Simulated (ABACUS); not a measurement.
Set up this calculation in ABACUS 3.10.1, as an ASE script.

```
Task                                          : single point
Functional                                    : PBE
Potentials or basis                           : PseudoDojo NC SR 0.5 PBE stringent
Cutoff                                        : 1551 eV
Density cutoff                                : 6204 eV
Basis                                         : TZDP LCAO (the cutoffs set its grid)
k mesh                                        : 7 × 7 × 7
Occupations                                   : fermi-dirac, width 0.05 eV
Spin                                          : no spin polarisation
Orbital files                                 : Sb Sb_confined-atom_8au_4s4p3d1f.orb, Ga Ga_confined-atom_8au_4s4p3d1f.orb
Radial cutoff of the potentials (pseudo_rcut) : 10 bohr
SCF threshold on the density                  : 1e-07
Max SCF steps                                 : 100
Eigensolver                                   : genelpa
Mixing                                        : broyden
Mixing share                                  : 0.7
Symmetry key                                  : 1
Bands                                         : 33
```

The structure of GaSb lies in GaSb.xyz:

```xyz
2
Lattice="0.0000000000 3.0590000000 3.0590000000 3.0590000000 0.0000000000 3.0590000000 3.0590000000 3.0590000000 0.0000000000" Properties=species:S:1:pos:R:3 pbc="T T T"
Sb     4.5885000000      4.5885000000      4.5885000000
Ga     0.0000000000      0.0000000000      0.0000000000
```

These files were run (other wordings do the same):

run_abacus.py

```python
"""ABACUS run from a structure file: ASE reads it, the script writes STRU, KPT and INPUT."""
import re
import subprocess
from ase.io import read
from ase.units import Bohr

atoms = read("GaSb.xyz")
atoms = atoms[(-atoms.numbers).argsort(kind="stable")]  # ABACUS lists atoms element by element
pseudo = {'Sb': 'Sb.upf', 'Ga': 'Ga.upf'}
orbital = {'Sb': 'Sb_confined-atom_8au_4s4p3d1f.orb', 'Ga': 'Ga_confined-atom_8au_4s4p3d1f.orb'}
magmoms = None
kmesh = [7, 7, 7]
params = {
    'suffix': 'GaSb',
    'calculation': 'scf',
    'basis_type': 'lcao',
    'pseudo_dir': './',
    'orbital_dir': './',
    'symmetry': 1,
    'dft_functional': 'pbe',
    'ecutwfc': 114,
    'pseudo_rcut': 10,
    'nspin': 1,
    'nbands': 33,
    'ks_solver': 'genelpa',
    'smearing_method': 'fd',
    'smearing_sigma': 0.00367493,
    'scf_thr': 1e-07,
    'scf_nmax': 100,
    'mixing_type': 'broyden',
    'mixing_beta': 0.7,
    'cal_force': 1,
    'cal_stress': 1,
    'out_mul': 1,
    'out_chg': 1,
    'out_pot': 2,
    'out_elf': 1,
}

symbols = atoms.get_chemical_symbols()
elements = list(dict.fromkeys(symbols))
lines = ["ATOMIC_SPECIES"] + [f"{e} {atoms.get_masses()[symbols.index(e)]:.4f} {pseudo[e]}" for e in elements]
if orbital:
    lines += ["", "NUMERICAL_ORBITAL"] + [orbital[e] for e in elements]
lines += ["", "LATTICE_CONSTANT", f"{1 / Bohr:.10f}", "", "LATTICE_VECTORS"]
lines += [" ".join(f"{x:.10f}" for x in v) for v in atoms.cell]
lines += ["", "ATOMIC_POSITIONS", "Direct"]
for e in elements:
    lines += ["", e, "0.0", str(symbols.count(e))]
    for i, p in enumerate(atoms.get_scaled_positions(wrap=False)):
        if symbols[i] == e:
            mag = "" if magmoms is None else " mag " + " ".join(str(x) for x in (magmoms[i] if isinstance(magmoms[i], list) else [magmoms[i]]))
            lines.append(" ".join(f"{x:.10f}" for x in p) + " 1 1 1" + mag)
open("STRU", "w").write("\n".join(lines) + "\n")
open("KPT", "w").write("K_POINTS\n0\nGamma\n%d %d %d 0 0 0\n" % tuple(kmesh))
open("INPUT", "w").write("INPUT_PARAMETERS\n" + "".join(f"{k:<20s}{v}\n" for k, v in params.items()))

done = subprocess.run(['mpirun', '-np', '4', 'abacus'])
if done.returncode:
    raise SystemExit(done.returncode)
log = open("OUT.GaSb/running_scf.log").read()
print("final energy (eV):", re.findall(r"FINAL_ETOT_IS (\S+)", log))
```

Potentials or basis: PseudoDojo NC SR 0.5 PBE stringent, TZDP LCAO (the cutoffs set its grid).

The run is started by

```console
$ OMP_NUM_THREADS=1 python run_abacus.py > log
```

It gave:

```
Pressure               : 2.7 GPa
Band gap on the k mesh : none (metal or under the smearing width)
Mulliken charges       : Sb +0.24; Ga -0.24 e
```

Caveat: the atomic orbitals were generated for these runs and aren't a published set; Mulliken charges move with the basis; the basis of atomic orbitals isn't converged, which shifts pressures, moduli and gaps.

Wall time 15 s on 4 MPI ranks on Intel(R) Xeon(R) 6975P-C (Granite Rapids) (shared host), peak memory 0.64 GiB a rank.
